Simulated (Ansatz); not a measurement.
Si (Fm-3m), tetragonal deformation path

Theory: DFT r2SCAN, scalar-relativistic, plane waves, PAW (Ansatz). Cutoff 500 eV, Γ-centred 24×24×24 k-points, Gaussian smearing of 0.15 eV. No spin polarisation. Energies are free energies at this smearing, counted from the undisturbed cell; pressure is positive in compression.

Zero of the scan (as given, not relaxed at this level; it stands at -1.0 GPa; this fcc form isn't the usual structure):

```
CELL_PARAMETERS angstrom
0.00000 1.91083 1.91083
1.91083 0.00000 1.91083
1.91083 1.91083 0.00000
ATOMIC_POSITIONS crystal
Si 0.00000 0.00000 0.00000
```

At fixed volume and fractional coordinates, lengths along (0.000, 0.000, 1.000) are scaled against those across it; ρ is that ratio over its starting value. The cell is metallic on the mesh throughout. At ρ = 0.707 the cell becomes cubic (Im-3m), and there the slope of the energy vanishes by symmetry.

```csv
ρ,ΔE (meV/atom),pressure (GPa)
0.707,0.4,1.2
0.780,-13.3,0.6
0.850,-10.9,-0.2
1.000,0.0,-1.0
1.200,-8.6,1.1
1.300,-2.4,3.8
1.414,19.8,8.6
```